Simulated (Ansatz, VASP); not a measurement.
**One calculation of GaSb, two programs**

INCAR

```
  PREC = Accurate
  ENCUT = 520
  EDIFF = 1E-6
  ISMEAR = 0
  SIGMA = 0.012
  LREAL = False
  LASPH = True
  NELM = 80
  ALGO = Normal
  ISIF = 2
  LWAVE = False
  LCHARG = False
  GGA = PE
```

KPOINTS

```
regular mesh
0
Gamma
  8 8 8
```

POSCAR

```
GaSb
1.0
    0.0000000000      3.0590000000      3.0590000000
    3.0590000000      0.0000000000      3.0590000000
    3.0590000000      3.0590000000      0.0000000000
Sb Ga
1 1
Direct
    0.7500000000      0.7500000000      0.7500000000
    0.0000000000      0.0000000000      0.0000000000
```

The input input.yaml:

```yaml
crystal:
  lattice:
    - [0.0, 3.059, 3.059]
    - [3.059, 0.0, 3.059]
    - [3.059, 3.059, 0.0]
  atoms:
    - { symbol: Sb, position: [0.75, 0.75, 0.75] }
    - { symbol: Ga, position: [0.0, 0.0, 0.0] }
hamiltonian:
  xc: pbe
  pseudopotentials: { kind: paw }
kpoints:
  mp_grid: { grid: [8, 8, 8] }
scf:
  occupations: { method: gaussian, width: 0.012 }
output:
  forces: true
  stress: true
  eigenvalues: true
  write_density: true
  write_potential: true
  elf: true
  volumetric_format: npy
```

Alike in both runs: task single point; functional PBE; k mesh 8 × 8 × 8; occupations gaussian, width 0.012 eV; no spin polarisation.

|  | VASP | Ansatz |
| --- | --- | --- |
| version | VASP 6.6.1 | Ansatz 0.2.0 |
| potentials or method | VASP PAW PBE potentials, release 64 (Sb, Ga_d) | Ansatz PAW |
| plane-wave cutoff (eV) | 520 | 420 |
| valence electrons in the cell | 18 | 28 |

```csv
,VASP,Ansatz,Ansatz less VASP
gap on the k mesh at the Fermi level (eV),0.04,0.03,-0.002
least direct gap on the mesh (eV),0.04,0.03,-0.002
pressure (GPa),2.4,2.3,-0.09
```

The two sets of potentials don't hold the same shells in valence.

Caveats: spin-orbit coupling is left out, which moves the levels of the heavy elements. A hybrid or GW would open this gap; PBE tends to underestimate it. A k mesh can miss the band edges.
